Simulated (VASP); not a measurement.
Runs of VASP 6.6.1 on CdTe. Symmetry: F-43m, No. 216, cubic system. Conventional cell: a = 6.564 Å, b = 6.564 Å, c = 6.564 Å, α = 90.00°, β = 90.00°, γ = 90.00°. Around Cd (site symmetry -43m) lie 4 Te at 2.84 Å. Around Te (site symmetry -43m) lie 4 Cd at 2.84 Å. The cell is a database's computed one.

```csv
task,level,potentials or basis,cell,k mesh,cutoff (eV),gap on the mesh (eV),pressure (GPa),relaxed volume (Å³/atom)
relaxation of cell and atoms,PBEsol,"VASP PAW PBE potentials, release 64 (Cd, Te)",relaxed,10 × 10 × 10,580,0.64,0.0,(a)
relaxation of cell and atoms,LDA,"VASP PAW LDA potentials, release 64 (Cd, Te)",relaxed,10 × 10 × 10,600,0.64,0.0,33.07
relaxation of cell and atoms,RPBE,"VASP PAW PBE potentials, release 64 (Cd, Te)",relaxed,10 × 10 × 10,600,0.59,0.0,(b)
single point,PBEsol,"VASP PAW PBE potentials, release 64 (Cd, Te)",as given,10 × 10 × 10,520,0.55,-1.2,-
relaxation of cell and atoms,PBEsol,"VASP PAW PBE potentials, release 64 (Cd, Te)",relaxed,4 × 4 × 4,600,0.61,0.0,34.45
relaxation of cell and atoms,PBE+D3(BJ),"VASP PAW PBE potentials, release 64 (Cd, Te)",relaxed,10 × 10 × 10,600,0.72,0.0,(d)
relaxation of cell and atoms,PBE,"VASP PAW PBE potentials, release 64 (Cd, Te)",relaxed,10 × 10 × 10,600,0.58,0.0,36.31
relaxation of cell and atoms,PBEsol,"VASP PAW PBE potentials, release 64 (Cd, Te)",relaxed,10 × 10 × 10,600,0.64,0.0,(c)
```

Alike in all rows: no spin polarisation; smearing gaussian 0.02 eV.

**Question.** Estimate the missing entries.

**Answer.** (a) 34.26; (b) 37.97; (c) 34.25; (d) 34.67.

Caveats: spin-orbit coupling is left out, which moves the levels of the heavy elements; the PAW data sets were made with another functional, which shifts forces and pressure a little (some runs).

A k mesh can miss the band edges, and the runs leave out spin-orbit coupling on Cd, Te.

Not every run made on this cell is shown here.
